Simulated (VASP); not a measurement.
# ZnS (Wurtzite-2H) (P6_3mc) in VASP: notebook, part 2 of 2

VASP 6.6.1.

## Step 4: Dielectric tensor, PBE

File INCAR:

```
PREC = Accurate
ENCUT = 350
EDIFF = 1E-8
ISMEAR = 0
SIGMA = 0.01
LREAL = F
LASPH = T
NELM = 100
ALGO = Normal
ISIF = 2
LWAVE = F
LCHARG = F
GGA = PE
LEPSILON = T
```

File KPOINTS:

```
Automatic mesh
0
Gamma
  8 8 4
```

File POSCAR:

```
ZnS
1.0
    3.8110000000      0.0000000000      0.0000000000
   -1.9055000000      3.3004228138      0.0000000000
    0.0000000000      0.0000000000      6.2340000000
Zn S
2 2
Direct
    0.6666666667      0.3333333333      0.5000000000
    0.3333333333      0.6666666667      0.0000000000
    0.6666666667      0.3333333333      0.8850000000
    0.3333333333      0.6666666667      0.3850000000
```

Potentials or basis: VASP PAW PBE potentials, release 64 (Zn, S).

Command:

```sh
> cat potpaw_PBE.64/Zn/POTCAR potpaw_PBE.64/S/POTCAR > POTCAR
> mpirun -np 1 vasp_std > vasp.out
```

OUTCAR:

```text
PREC = Accurate
   ENCUT = 350
   EDIFF = 1E-8
   ISMEAR = 0
   LREAL = F
   LASPH = T
   NELM = 100
   ISIF = 2
   GGA = PE
   LEPSILON = T

 Found     30 irreducible k-points:

 Following reciprocal coordinates:
            Coordinates               Weight
  0.000000  0.000000  0.000000      1.000000
  0.125000  0.000000  0.000000      6.000000
  0.250000  0.000000  0.000000      6.000000
  0.375000  0.000000  0.000000      6.000000
  0.500000  0.000000  0.000000      3.000000
  0.125000  0.125000  0.000000      6.000000
   k-points           NKPTS =     30   k-points in BZ     NKDIM =     30   number of bands    NBANDS=     22
   number of dos      NEDOS =    301   number of ions     NIONS =      4
   total plane-waves  NPLWV =  23040
   dimension x,y,z NGX =    24 NGY =   24 NGZ =   40
   dimension x,y,z NGXF=    48 NGYF=   48 NGZF=   80
   ions per type =               2   2
   NGX,Y,Z   is equivalent  to a cutoff of  10.47, 10.47, 10.67 a.u.
   NGXF,Y,Z  is equivalent  to a cutoff of  20.94, 20.94, 21.33 a.u.
 SYSTEM =  unknown system
   PREC   = accura    normal or accurate (medium, high low for compatibility)
   ISTART =      0    job   : 0-new  1-cont  2-samecut
   ICHARG =      2    charge: 1-file 2-atom 10-const
   ISPIN  =      1    spin polarized calculation?
   LNONCOLLINEAR =      F non collinear calculations
   LSORBIT =      F    spin-orbit coupling
   LASPH  =      T    aspherical Exc in radial PAW
   ENCUT  =  350.0 eV  25.72 Ry    5.07 a.u.   5.81  5.81  9.51*2*pi/ulx,y,z
   NELM   =    100;   NELMIN=  2; NELMDL= -5     # of ELM steps
   EDIFF  = 0.1E-07   stopping-criterion for ELM
   LREAL  =      F    real-space projection
   EDIFFG = 0.1E-06   stopping-criterion for IOM
   NSW    =      0    number of steps for IOM
   IBRION =     -1    ionic relax: 0-MD 1-quasi-New 2-CG
   NFREE  =      0    steps in history (QN), initial steepest desc. (CG)
   ISIF   =      2    stress and relaxation
   ISYM   =      2    0-nonsym 1-usesym 2-fastsym
   POTIM  = 0.5000    time-step for ionic-motion
   TEBEG  =    0.0;   TEEND  =   0.0 temperature during run
   PSTRESS=    0.0 pullay stress
   NELECT =      36.0000    total number of electrons
   NUPDOWN=      -1.0000    fix difference up-down
   EMIN   =  10.00;   EMAX   =-10.00  energy-range for DOS
   EFERMI =   0.00;   METHOD = LEGACY
   ISMEAR =     0;   SIGMA  =   0.01  broadening in eV -4-tet -1-fermi 0-gaus
[... 230 lines left out ...]

  energy without entropy =       -1.14045867

------------------------ aborting loop because EDIFF is reached ----------------------------------------

--------------------------------------- Ionic step        2  -------------------------------------------

------------------------ aborting loop because EDIFF is reached ----------------------------------------

--------------------------------------- Ionic step        3  -------------------------------------------

 Free energy of the ion-electron system (eV)
  ---------------------------------------------------
  ---------------------------------------------------
  free energy    TOTEN  =        -1.15635527 eV

  energy without entropy =       -1.15635527

------------------------ aborting loop because EDIFF is reached ----------------------------------------

 PIEZOELECTRIC TENSOR FIELD DIRECTION 3  (e Angst)
 -----------------------------------------------------------------------------
     1.67133  0.00000  0.00000           ( -0.01443  0.00000  0.00000)
     0.00000  1.67133 -0.00000           (  0.00000 -0.01443  0.00000)
     0.00000  0.00000 -3.99826           (  0.00000  0.00000  0.00917)

 PIEZOELECTRIC TENSOR FIELD DIRECTION 3  (C/m^2)
 -----------------------------------------------------------------------------
     0.34150  0.00000  0.00000
     0.00000  0.34150 -0.00000
     0.00000  0.00000 -0.81697

 MACROSCOPIC STATIC DIELECTRIC TENSOR (including local field effects in DFT)
 ------------------------------------------------------
           5.880108    -0.000000     0.000000
           0.000000     5.880108     0.000000
           0.000000     0.000000     5.938021
 ------------------------------------------------------

 PIEZOELECTRIC TENSOR (including local field effects)  for field in x, y, z        (e  Angst)
          XX          YY          ZZ          XY          YZ          ZX
  --------------------------------------------------------------------------------
  x    -0.00000    -0.00000     0.00000    -0.00000     0.00000     1.66680
  y     0.00000    -0.00000     0.00000     0.00000     1.66679     0.00000
  z     1.67133     1.67133    -3.99826     0.00000     0.00000     0.00000

 PIEZOELECTRIC TENSOR (including local field effects)  for field in x, y, z        (C/m^2)
          XX          YY          ZZ          XY          YZ          ZX
  --------------------------------------------------------------------------------
  x    -0.00000    -0.00000     0.00000    -0.00000     0.00000     0.34058
  y     0.00000    -0.00000     0.00000     0.00000     0.34058     0.00000
  z     0.34150     0.34150    -0.81697     0.00000     0.00000     0.00000

 BORN EFFECTIVE CHARGES (including local field effects) (in |e|, cummulative output)
 ---------------------------------------------------------------------------------
 ion    1
    1     1.95107     0.00000     0.00000
    2    -0.00000     1.95107    -0.00000
    3     0.00000     0.00000     2.05539
 ion    2
    1     1.95107     0.00000     0.00000
    2    -0.00000     1.95107     0.00000
    3     0.00000     0.00000     2.05539
 ion    3
    1    -1.95107     0.00000     0.00000
    2     0.00000    -1.95107     0.00000
    3     0.00000     0.00000    -2.05539
 ion    4
    1    -1.95107     0.00000    -0.00000
    2     0.00000    -1.95107     0.00000
    3     0.00000     0.00000    -2.05539
```

OSZICAR:

```text
N       E                     dE             d eps       ncg     rms          rms(c)
DAV:   1     0.199209568786E+03    0.19921E+03   -0.14013E+04  1320   0.151E+03
DAV:   2     0.256074792396E+01   -0.19665E+03   -0.19231E+03  1422   0.319E+02
DAV:   3    -0.141727139868E+02   -0.16733E+02   -0.16655E+02  1560   0.101E+02
[... 11 lines left out ...]
RMM:   8    -0.115633285150E+01   -0.53528E-03   -0.20553E-05  2220   0.209E-02    0.258E-03
RMM:   9    -0.115633390679E+01   -0.10553E-05   -0.15875E-07  2282   0.554E-03    0.103E-03
RMM:  10    -0.115634092138E+01   -0.70146E-05   -0.31874E-07  2180   0.193E-03    0.301E-04
RMM:  11    -0.115635837294E+01   -0.17452E-04   -0.48088E-07  2331   0.575E-04    0.122E-04
RMM:  12    -0.115635470454E+01    0.36684E-05   -0.25364E-07  2106   0.319E-04    0.382E-05
RMM:  13    -0.115635518748E+01   -0.48294E-06   -0.49275E-07  1423   0.157E-04    0.237E-05
RMM:  14    -0.115635527404E+01   -0.86554E-07   -0.36701E-07  1067   0.129E-04    0.706E-06
```

stdout:

```text
POSCAR found type information on POSCAR ZnS
 POSCAR found :  2 types and       4 ions
 scaLAPACK will be used
 LDA part: xc-table for (Slater+PW92), standard interpolation
 POSCAR, INCAR and KPOINTS ok, starting setup
 FFT: planning ... GRIDC
 FFT: planning ... GRID_SOFT
 FFT: planning ... GRID
 WAVECAR not read
 entering main loop
 Linear response reoptimize wavefunctions to high precision
 Linear response G [H, r] |phi>, progress :
  Direction:   1
 Linear response G [H, r] |phi>, progress :
  Direction:   2
 Linear response G [H, r] |phi>, progress :
  Direction:   3
 Linear response to external field (no local field effect), progress :
  Direction:   1
 dielectric tensor                  component  1 :     5.380    -1.822    -0.387
 Linear response to external field (no local field effect), progress :
  Direction:   2
 dielectric tensor                  component  2 :    -1.822     7.188    -0.364
 Linear response to external field (no local field effect), progress :
  Direction:   3
 dielectric tensor                  component  3 :    -0.387    -0.364     6.319
 Linear response to external field, progress :
  Direction:   1
 dielectric tensor                  component  1 :     5.880    -0.542     0.000
 Linear response to external field, progress :
  Direction:   2
 dielectric tensor                  component  2 :    -0.911     5.880     0.000
 Linear response to external field, progress :
  Direction:   3
 dielectric tensor                  component  3 :    -0.388    -0.364     5.938
 Born effective charges drift removed
```

It took 3.1 min on 1 thread of Intel Xeon Platinum 8488C (Sapphire Rapids), shared host; peak memory 0.3 GiB.

The run converged, but some of its settings lie outside the range that counts as converged, so its numbers aren't taken as properties of the crystal.

Results:

```
Band gap on the k mesh                  : 2.25 eV, direct
Electronic dielectric tensor (diagonal) : 5.88, 5.88, 5.94
Born charges (mean of the diagonal)     : Zn +1.99; S -1.99 e
```

## Step 5: For comparison

An earlier run on the cell as given: functional PBEsol; potentials or basis VASP PAW PBE potentials, release 64 (Zn, S); cutoff 520 eV; k mesh 8 × 8 × 5; occupations fermi-dirac, width 0.05 eV; no spin polarisation.

- Pressure: -1.1 GPa
- Largest force: 0.309 eV/Å
- Band gap on the k mesh: 2.12 eV, direct
